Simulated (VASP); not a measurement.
# ZnS (Wurtzite-2H) (P6_3mc) in VASP: settings compared

Aim: see how the results for ZnS (Wurtzite-2H) move with the level of theory and the settings. Levels: HSE06, PBE, LDA. Tasks: single point, relaxation of cell and atoms.

All numbers are computed with VASP 6.6.1; they aren't measurements. Logs are shortened: lines on timing, memory, paths and dates and some standing lists are left out, and cuts for length are marked.

**Experimental background.**

A printed reference work, monograph reports, for a bulk crystal of ZnS at 4 K: band gap 3.911 eV (direct).

How close the calculation comes is told below.

## 1. The structure

Symmetry: P6_3mc, No. 186, hexagonal system. The conventional cell has a = 3.811 Å, b = 3.811 Å, c = 6.234 Å, α = 90.00°, β = 90.00°, γ = 120.00°. Around Zn (site symmetry 3m) lie 4 S at 2.31 to 2.40 Å. S (site symmetry 3m) is surrounded by 4 Zn at 2.31 to 2.40 Å.

## 2. Single point, HSE06

File POSCAR:

```
ZnS
1.0
    3.8110000000      0.0000000000      0.0000000000
   -1.9055000000      3.3004228138      0.0000000000
    0.0000000000      0.0000000000      6.2340000000
Zn S
2 2
Direct
    0.6666666667      0.3333333333      0.5000000000
    0.3333333333      0.6666666667      0.0000000000
    0.6666666667      0.3333333333      0.8850000000
    0.3333333333      0.6666666667      0.3850000000
```

File INCAR.step1:

```
PREC = Accurate
ENCUT = 500
EDIFF = 1E-5
ISMEAR = 0
SIGMA = 0.01
LREAL = F
LASPH = T
NELM = 100
ALGO = Normal
ISIF = 2
LWAVE = T
LCHARG = F
NKRED = 1
NBANDS = 26
GGA = PE
```

File INCAR.step2:

```
PREC = Accurate
ENCUT = 500
EDIFF = 1E-6
ISMEAR = 0
SIGMA = 0.01
LREAL = F
LASPH = T
NELM = 100
ALGO = Normal
ISIF = 2
LWAVE = F
LCHARG = F
GGA = PE
LHFCALC = T
HFSCREEN = 0.2
PRECFOCK = Fast
NKRED = 1
NBANDS = 26
ISTART = 1
```

File KPOINTS:

```
regular mesh
0
Gamma
  5 5 3
```

Potentials or basis: VASP PAW PBE potentials, release 64 (Zn, S).

Command:

```sh
> cat potpaw_PBE.64/Zn/POTCAR potpaw_PBE.64/S/POTCAR > POTCAR
> cp INCAR.step1 INCAR
> mpirun -np 1 vasp_std > vasp.out
> cp INCAR.step2 INCAR
> mpirun -np 1 vasp_std > vasp.out
```

OUTCAR:

```text
PREC = Accurate
   ENCUT = 500
   EDIFF = 1E-6
   ISMEAR = 0
   LREAL = F
   LASPH = T
   NELM = 100
   ISIF = 2
   GGA = PE
   LHFCALC = T
   HFSCREEN = 0.2
   PRECFOCK = Fast
   NKRED = 1
   ISTART = 1

 Found     10 irreducible k-points:

 Following reciprocal coordinates:
            Coordinates               Weight
  0.000000  0.000000  0.000000      1.000000
  0.200000  0.000000  0.000000      6.000000
  0.400000  0.000000  0.000000      6.000000
  0.200000  0.200000  0.000000      6.000000
  0.400000  0.200000  0.000000      6.000000
  0.000000  0.000000  0.333333      2.000000
   k-points           NKPTS =     10   k-points in BZ     NKDIM =     75   number of bands    NBANDS=     26
   number of dos      NEDOS =    301   number of ions     NIONS =      4
   total plane-waves  NPLWV =  37632
   dimension x,y,z NGX =    28 NGY =   28 NGZ =   48
   dimension x,y,z NGXF=    56 NGYF=   56 NGZF=   96
   ions per type =               2   2
   NGX,Y,Z   is equivalent  to a cutoff of  12.21, 12.21, 12.80 a.u.
   NGXF,Y,Z  is equivalent  to a cutoff of  24.43, 24.43, 25.60 a.u.
 SYSTEM =  unknown system
   PREC   = accura    normal or accurate (medium, high low for compatibility)
   ISTART =      1    job   : 0-new  1-cont  2-samecut
   ICHARG =      0    charge: 1-file 2-atom 10-const
   ISPIN  =      1    spin polarized calculation?
   LNONCOLLINEAR =      F non collinear calculations
   LSORBIT =      F    spin-orbit coupling
   LASPH  =      T    aspherical Exc in radial PAW
   ENCUT  =  500.0 eV  36.75 Ry    6.06 a.u.   6.95  6.95 11.37*2*pi/ulx,y,z
   NELM   =    100;   NELMIN=  2; NELMDL=  0     # of ELM steps
   EDIFF  = 0.1E-05   stopping-criterion for ELM
   LREAL  =      F    real-space projection
   EDIFFG = 0.1E-04   stopping-criterion for IOM
   NSW    =      0    number of steps for IOM
   IBRION =     -1    ionic relax: 0-MD 1-quasi-New 2-CG
   NFREE  =      0    steps in history (QN), initial steepest desc. (CG)
   ISIF   =      2    stress and relaxation
   ISYM   =      3    0-nonsym 1-usesym 2-fastsym
   POTIM  = 0.5000    time-step for ionic-motion
   TEBEG  =    0.0;   TEEND  =   0.0 temperature during run
   PSTRESS=    0.0 pullay stress
   NELECT =      36.0000    total number of electrons
   NUPDOWN=      -1.0000    fix difference up-down
   EMIN   =  10.00;   EMAX   =-10.00  energy-range for DOS
   EFERMI =   0.00;   METHOD = LEGACY
   ISMEAR =     0;   SIGMA  =   0.01  broadening in eV -4-tet -1-fermi 0-gaus
   EFERMI_NEDOS =   21; number of points for ismear=-14 and -15
   IALGO  =     38    algorithm
   IMIX   =      1    mixing-type and parameters
     AMIX     =   0.40;   BMIX     =  1.00
     AMIX_MAG =   1.60;   BMIX_MAG =  1.00
  volume/ion in A,a.u.               =      19.60       132.29
  Fermi-wavevector in a.u.,A,eV,Ry     =   1.262943  2.386617 21.701647  1.595026
  Thomas-Fermi vector in A             =   2.396326
   LORBIT       =      0    0 simple, 1 ext, 2 COOP (PROOUT), +10 PAW based schemes
   GGA     = PE    functional components
   LHFCALC =     T    Hartree Fock is set to
   PRECFOCK=fast      Normal, Fast or Accurate (Low or Medium for compatibility)
   ENCUT4O =  -1.0   cutoff for four orbital integrals eV
   NKREDX  =     1    reduce k-point grid by
   NKREDY  =     1    reduce k-point grid by
   NKREDZ  =     1    reduce k-point grid by
   AEXX    =    0.2500 exact exchange contribution
   HFSCREEN=    0.2000 screening length (either q_TF or 0.3 A-1)
   HFSCREENC=   0.2000 screening length for correlation (either q_TF or 0.3 A-1)
   ENCUTFOCK=  -1.0 apply spherical cutoff to Coloumb kernel
   IVDW    =     0    specifies the selected vdW correction
   LEPSILON=     F    determine dielectric tensor
   LRPA    =     F    only Hartree local field effects (RPA)
 non-spin polarized calculation
 Gauss-broadening in eV      SIGMA  =   0.01
  energy-cutoff  :      500.00
  volume of cell :       78.41
 maximum number of plane-waves:      2005
 NGX is ok and might be reduce to    28
  NGX = 16; NGY = 16; NGZ = 28

 number of electron      35.9999977 magnetization

 Free energy of the ion-electron system (eV)
  ---------------------------------------------------
  ext. energy  EPLUGINS =         0.00000000
  ---------------------------------------------------
  free energy    TOTEN  =       -16.74624532 eV

  energy without entropy =      -16.74624532  energy(sigma->0) =      -16.74624532

 E-fermi :   1.5242     XC(G=0):  -7.9746

 val. band max:        1.4448796678   @ k =   0.0000   0.0000   0.0000
 cond. band min:       4.9218952266   @ k =   0.0000   0.0000   0.0000
 fundamental gap:      3.4770155588
 Fermi energy:         1.5241808743

 k-point     1 :       0.0000    0.0000    0.0000
  band No.  band energies     occupation
      1     -12.9562      2.00000
      2     -11.9719      2.00000
      3      -6.4475      2.00000
      4      -6.4475      2.00000
      5      -6.3946      2.00000
      6      -6.3841      2.00000
      7      -6.3841      2.00000
      8      -6.0255      2.00000
      9      -6.0255      2.00000
     10      -5.9550      2.00000
     11      -5.9550      2.00000
     12      -5.7432      2.00000
     13      -4.0723      2.00000
     14       0.5062      2.00000
     15       0.5062      2.00000
     16       1.4156      2.00000
     17       1.4156      2.00000
     18       1.4449      2.00000
     19       4.9219      0.00000
     20       5.6809      0.00000
     21       9.0242      0.00000
     22       9.0242      0.00000
     23       9.3558      0.00000
     24      10.4295      0.00000
     25      10.4295      0.00000
     26      12.1756      0.00000

 k-point     2 :       0.2000    0.0000    0.0000
  band No.  band energies     occupation
      1     -12.6753      2.00000
      2     -11.8221      2.00000
      3      -6.4248      2.00000
      4      -6.3941      2.00000
      5      -6.3561      2.00000
      6      -6.3176      2.00000
      7      -6.3127      2.00000
      8      -6.0553      2.00000
      9      -6.0252      2.00000
     10      -6.0138      2.00000
     11      -5.9459      2.00000
     12      -5.6725      2.00000
     13      -3.6954      2.00000
     14      -1.2177      2.00000
     15      -0.3686      2.00000
     16      -0.0760      2.00000
     17       1.0494      2.00000
     18       1.0832      2.00000
     19       6.3377      0.00000
     20       6.7756      0.00000
     21       8.5799      0.00000
     22       9.4020      0.00000
     23       9.7777      0.00000
     24      10.6220      0.00000
     25      10.7813      0.00000
     26      11.6640      0.00000

 k-point     3 :       0.4000    0.0000    0.0000
  band No.  band energies     occupation
      1     -12.0967      2.00000
      2     -11.6278      2.00000
      3      -6.3703      2.00000
      4      -6.3274      2.00000
      5      -6.2051      2.00000
      6      -6.1937      2.00000
      7      -6.1325      2.00000
      8      -6.1028      2.00000
      9      -5.9886      2.00000
     10      -5.9740      2.00000
     11      -5.9281      2.00000
     12      -5.5935      2.00000
     13      -3.6713      2.00000
     14      -2.7055      2.00000
     15      -2.0896      2.00000
     16      -0.8434      2.00000
     17       0.0805      2.00000
     18       0.4822      2.00000
     19       6.2718      0.00000
     20       7.0098      0.00000
     21       7.9070      0.00000
     22       9.8970      0.00000
     23       9.9535      0.00000
     24      11.3605      0.00000
     25      11.6897      0.00000
     26      13.6174      0.00000

 k-point     4 :       0.2000    0.2000    0.0000
  band No.  band energies     occupation
      1     -12.2330      2.00000
      2     -11.6517      2.00000
      3      -6.3636      2.00000
      4      -6.3270      2.00000
      5      -6.2462      2.00000
      6      -6.2337      2.00000
      7      -6.1863      2.00000
      8      -6.0695      2.00000
      9      -6.0465      2.00000
     10      -6.0161      2.00000
     11      -5.9259      2.00000
     12      -5.5775      2.00000
     13      -3.3770      2.00000
     14      -2.0921      2.00000
     15      -2.0182      2.00000
     16      -1.1861      2.00000
     17       0.0794      2.00000
     18       0.4149      2.00000
     19       7.6318      0.00000
     20       7.9906      0.00000
     21       8.2040      0.00000
     22       8.5954      0.00000
     23       9.8591      0.00000
     24      10.5866      0.00000
     25      11.5989      0.00000
     26      11.8492      0.00000

 k-point     5 :       0.4000    0.2000    0.0000
  band No.  band energies     occupation
      1     -11.8446      2.00000
      2     -11.6305      2.00000
      3      -6.3626      2.00000
      4      -6.2746      2.00000
      5      -6.1708      2.00000
      6      -6.1431      2.00000
      7      -6.0865      2.00000
      8      -6.0677      2.00000
      9      -6.0086      2.00000
     10      -5.9705      2.00000
     11      -5.7426      2.00000
     12      -5.6359      2.00000
     13      -3.5822      2.00000
     14      -3.0278      2.00000
     15      -2.1880      2.00000
     16      -1.3907      2.00000
     17      -0.5464      2.00000
     18      -0.4424      2.00000
     19       7.1827      0.00000
     20       7.9718      0.00000
     21       8.2635      0.00000
     22       9.9604      0.00000
     23      10.1677      0.00000
     24      11.3195      0.00000
     25      12.2004      0.00000
     26      13.1129      0.00000

 k-point     6 :       0.0000    0.0000    0.3333
  band No.  band energies     occupation
      1     -12.7368      2.00000
      2     -12.2477      2.00000
      3      -6.4361      2.00000
      4      -6.4361      2.00000
      5      -6.4045      2.00000
      6      -6.4045      2.00000
      7      -6.3671      2.00000
      8      -6.1454      2.00000
      9      -6.0044      2.00000
     10      -6.0044      2.00000
     11      -5.9691      2.00000
     12      -5.9691      2.00000
     13      -2.7281      2.00000
     14      -0.2808      2.00000
     15       0.7197      2.00000
     16       0.7197      2.00000
     17       1.1733      2.00000
     18       1.1733      2.00000
     19       5.9842      0.00000
     20       6.1143      0.00000
     21       8.9678      0.00000
     22       9.1906      0.00000
     23       9.1906      0.00000
     24       9.8535      0.00000
     25       9.8535      0.00000
     26      10.6928      0.00000

 [... further k-points ...]

------------------------ aborting loop because EDIFF is reached ----------------------------------------

  FORCE on cell =-STRESS in cart. coord.  units (eV):
  Direction    XX          YY          ZZ          XY          YZ          ZX
  --------------------------------------------------------------------------------------
  -------------------------------------------------------------------------------------
  Total        1.2025093      1.2025093      0.0730680      0.0000000     -0.0000000      0.0000000
  in kB       24.5710495     24.5710495      1.4930086      0.0000000     -0.0000000      0.0000000
  external PRESSURE =      16.8783692 kB  Pullay stress =       0.0000000 kB

 VOLUME and BASIS-vectors are now :
 -----------------------------------------------------------------------------
  energy-cutoff  :      500.00
  volume of cell :       78.41
      direct lattice vectors                 reciprocal lattice vectors
     3.811000000  0.000000000  0.000000000     0.262398321  0.151495741  0.000000000
    -1.905500000  3.300422814  0.000000000     0.000000000  0.302991482  0.000000000
     0.000000000  0.000000000  6.234000000     0.000000000  0.000000000  0.160410651

 POSITION                                       TOTAL-FORCE (eV/Angst)
 -----------------------------------------------------------------------------------
      1.90550      1.10014      3.11700         0.000000      0.000000      0.329982
     -0.00000      2.20028      0.00000        -0.000000      0.000000      0.329982
      1.90550      1.10014      5.51709        -0.000000      0.000000     -0.329982
     -0.00000      2.20028      2.40009        -0.000000      0.000000     -0.329982
 -----------------------------------------------------------------------------------
    total drift:                               -0.000000     -0.000001      0.000220

  FREE ENERGIE OF THE ION-ELECTRON SYSTEM (eV)
  ---------------------------------------------------
  free  energy   TOTEN  =       -16.7462453226 eV

  energy  without entropy=      -16.7462453226  energy(sigma->0) =      -16.74624532
```

Wall time 9.6 min (1 thread of Intel Xeon 6975P-C (Granite Rapids), shared host); peak memory 0.3 GiB.

These settings aren't checked as converged: the numbers below hold their error.

Results:

- Free energy: -16.7462 eV
- Pressure: 1.7 GPa
- Largest force: 0.330 eV/Å
- Band gap on the k mesh: 3.48 eV, direct

Caveat: the PAW data sets were made with another functional, which shifts forces and pressure a little.

## 3. Single point, PBE

File INCAR:

```
SYSTEM = ZnS
  PREC = Accurate
  ENCUT = 520
  EDIFF = 1E-6
  ISMEAR = 0
  SIGMA = 0.026000000000000002
  LREAL = .False.
  LASPH = .True.
  NELM = 80
  ALGO = Fast
  ISIF = 2
  LWAVE = .False.
  LCHARG = .False.
  GGA = PE
  NBANDS = 26
```

File KPOINTS:

```
Automatic mesh
0
Gamma
  8 8 5
  0 0 0
```

POSCAR is that of step 2.

Potentials or basis: VASP PAW PBE potentials, release 64 (Zn, S).

Command:

```sh
> cat potpaw_PBE.64/Zn/POTCAR potpaw_PBE.64/S/POTCAR > POTCAR
> mpirun -np 1 vasp_std > vasp.out
```

Run time: 2.3 min. Hardware: 1 thread of Intel Xeon Platinum 8488C (Sapphire Rapids), shared host; peak memory 0.21 GiB.

The run converged. Its results:

- Free energy: -13.6538 eV
- Pressure: 2.5 GPa
- Largest force: 0.323 eV/Å
- Band gap on the k mesh: 2.25 eV, direct

Forces in eV/Å, atoms in the order of the input:
```
Zn   0.000  0.000  0.323
Zn   0.000  0.000  0.323
S    0.000  0.000 -0.323
S    0.000  0.000 -0.323
```

Stress tensor (GPa, compression positive):
```
3.23 0.00 0.00
0.00 3.23 0.00
0.00 0.00 1.17
```

Levels at points of the mesh, in eV from the valence-band top:
```tsv
k point	band 14	band 15	band 16	band 17	band 18	band 19	band 20	band 21	band 22	band 23
(0.00, 0.00, 0.00)	-0.86	-0.86	-0.01	-0.01	0.00	2.25	3.00	6.30	6.30	6.61
(0.50, 0.00, 0.00)	-4.21	-3.16	-2.25	-1.56	-0.98	3.62	4.27	5.18	7.14	7.42
```

## 4. Single point, PBE

File INCAR:

```
SYSTEM = ZnS
ALGO = Fast
EDIFF = 1E-7
ENCUT = 520
GGA = PE
ISIF = 2
ISMEAR = 0
LASPH = .True.
LCHARG = .False.
LREAL = .False.
LWAVE = .False.
NELM = 100
PREC = Accurate
SIGMA = 0.011
```

File KPOINTS:

```
k-points
0
Gamma
  8 8 5
  0 0 0
```

POSCAR is that of step 3.

Command:

```sh
> cat potpaw_PBE.64/Zn/POTCAR potpaw_PBE.64/S/POTCAR > POTCAR
> mpirun -np 1 vasp_std > vasp.out
```

Run time: 56 s. Hardware: 1 thread of Intel Xeon Platinum 8488C (Sapphire Rapids), shared host; peak memory 0.2 GiB.

It converged, with:

```yaml
Free_energy: -13.6538 eV
Pressure: 2.5 GPa
Largest_force: 0.323 eV/Å
Band_gap_on_the_k_mesh: 2.25 eV, direct
```

Forces on the atoms (eV/Å):
```
Zn   0.000  0.000  0.323
Zn   0.000  0.000  0.323
S    0.000  0.000 -0.323
S    0.000  0.000 -0.323
```

Stress tensor (GPa, compression positive):
```
3.18 0.00 0.00
0.00 3.18 0.00
0.00 0.00 1.12
```

Levels at points of the mesh, in eV from the valence-band top:
| k point | band 14 | band 15 | band 16 | band 17 | band 18 | band 19 | band 20 | band 21 | band 22 |
| --- | --- | --- | --- | --- | --- | --- | --- | --- | --- |
| (0.00, 0.00, 0.00) | -0.86 | -0.86 | -0.01 | -0.01 | 0.00 | 2.25 | 3.00 | 6.30 | 6.30 |
| (0.50, 0.00, 0.00) | -4.21 | -3.16 | -2.25 | -1.56 | -0.98 | 3.62 | 4.27 | 5.18 | 7.15 |

## 5. Relaxation of cell and atoms, PBE

File INCAR:

```
PREC     = Accurate       # precision mode
ENCUT    = 600            # plane-wave cutoff, eV
EDIFF    = 1E-7           # SCF threshold, eV
ISMEAR   = -1             # smearing method
SIGMA    = 0.05           # smearing width, eV
LREAL    = F              # projectors in reciprocal space
LASPH    = T              # aspherical terms in the spheres
NELM     = 60             # most SCF steps
ALGO     = Normal         # electronic algorithm
ISIF     = 3              # what is computed and relaxed
LWAVE    = F              # write WAVECAR
LCHARG   = F              # write CHGCAR
GGA      = PE             # functional
IBRION   = 2              # ionic algorithm
NSW      = 40             # ionic steps
EDIFFG   = -0.02          # ionic threshold
```

File KPOINTS:

```
Automatic mesh
0
Gamma
  8 8 5
```

POSCAR is that of step 4.

Command:

```sh
> cat potpaw_PBE.64/Zn/POTCAR potpaw_PBE.64/S/POTCAR > POTCAR
> mpirun -np 1 vasp_std > vasp.out
```

Run time: 4.3 min. Hardware: 1 thread of Intel Xeon Platinum 8488C (Sapphire Rapids), shared host; peak memory 0.23 GiB.

It converged, with:

| Quantity | Value |
| --- | --- |
| Free energy | -13.6930 eV |
| Relaxed volume | 20.22 Å³/atom |
| Relaxed cell | a = 3.851 Å, b = 3.851 Å, c = 6.297 Å, α = 90.00°, β = 90.00°, γ = 120.00° |
| Space group after relaxing (to 0.05 Å) | P6_3mc (No. 186) |
| Energy gained by relaxing | 9.8 meV/atom |
| Ionic steps | 7 |
| Pressure after relaxing | 0.0 GPa |
| Largest force after relaxing | 0.013 eV/Å |
| Band gap on the k mesh | 2.08 eV, direct |

Forces on the atoms (eV/Å):
```
Zn   0.000  0.000  0.013
Zn   0.000  0.000  0.013
S    0.000  0.000 -0.013
S    0.000  0.000 -0.013
```

Stress tensor (GPa, compression positive):
```
-0.04  0.00  0.00
 0.00 -0.04  0.00
 0.00  0.00  0.15
```

Step by step:
```tsv
step	energy change (eV)	largest force (eV/Å)	pressure (GPa)	volume (Å³)
1	0.0000	0.3226	2.49	78.41
2	-0.0315	0.0914	-0.81	81.92
3	-0.0329	0.1289	-0.26	81.30
4	-0.0329	0.1253	-0.34	81.36
5	-0.0361	0.0672	-0.14	81.10
6	-0.0376	0.0013	0.08	80.84
7	-0.0390	0.0133	0.02	80.88
```

Final structure:
```
CELL_PARAMETERS angstrom
3.85117 0.00000 0.00000
-1.92558 3.33521 0.00000
0.00000 0.00000 6.29719
ATOMIC_POSITIONS crystal
Zn 0.66667 0.33333 0.50479
Zn 0.33333 0.66667 0.00479
S 0.66667 0.33333 0.88021
S 0.33333 0.66667 0.38021
```

Levels at points of the mesh, in eV from the valence-band top:
```tsv
k point	band 14	band 15	band 16	band 17	band 18	band 19	band 20	band 21	band 22
(0.00, 0.00, 0.00)	-0.86	-0.86	-0.06	0.00	0.00	2.08	3.03	6.32	6.32
(0.50, 0.00, 0.00)	-4.00	-3.12	-2.14	-1.59	-0.85	3.68	4.18	5.16	6.95
```

PBE gaps usually lie below the measured ones, often by a third to a half. PBE usually gives volumes a little too large and moduli too small.

(Continued in part 2 of 2.)
